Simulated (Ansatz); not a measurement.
# PbSe (Clausthalite) under changes of volume

One of the cells (28.671 Å³/atom); the others are scaled copies at fixed shape and fractional positions:

```
Pb Se
1.0
     0.00000    3.06065    3.06065
     3.06065    0.00000    3.06065
     3.06065    3.06065    0.00000
Pb Se
1 1
Direct
  0.00000 0.00000 0.00000
  0.50000 0.50000 0.50000
```

| Quantity | Value |
| --- | --- |
| Program | Ansatz 0.2.0 |
| Functional | rPW86-PBE |
| Dispersion | rVV10 |
| Potentials or basis | Ansatz PAW |
| Cutoff | 420 eV (not typed: the program's choice for these potentials) |
| k mesh | 8 × 8 × 8 |
| Occupations | fermi-dirac, width 0.05 eV |
| Spin | no spin polarisation |

| volume (Å³/atom) | energy over the lowest point (meV/atom) | pressure (GPa) | gap on the mesh (eV) |
| --- | --- | --- | --- |
| 26.951 | 73.90 | 7.6 | 0.01 |
| 27.524 | 49.64 | 6.0 | 0.06 |
| 28.097 | 30.75 | 4.6 | 0.13 |
| 28.671 | 16.78 | 3.2 | 0.20 |
| 29.244 | ? | ? | ? |
| 29.818 | 1.80 | 1.0 | 0.31 |
| 30.391 | 0.00 | 0.0 | 0.36 |

What does the run at 29.244 Å³/atom give?

Energy over the lowest point 7.27 meV/atom; pressure 2.1 GPa; gap on the mesh 0.26 eV.

Worked out: A Birch-Murnaghan fit of order 3 (a polynomial in V^(-2/3)) to the other rows has its minimum at 30.40 Å³/atom, just outside them, with B0 = V·E''(V) = 49 GPa and B' = 4.1. It gives 7.27 meV/atom at 29.244 Å³/atom, against the run's 7.27, and -dE/dV = 2.1 GPa, against 2.1.

Energies are extrapolated to zero smearing.

Caveats: spin-orbit coupling is left out, which as a rule narrows the gap of such compounds by several tenths of an eV; the PAW data sets come from PBE, with cores solved anew for the run's functional, which leaves a small shift of forces and pressure.

A mesh can miss the band edges.
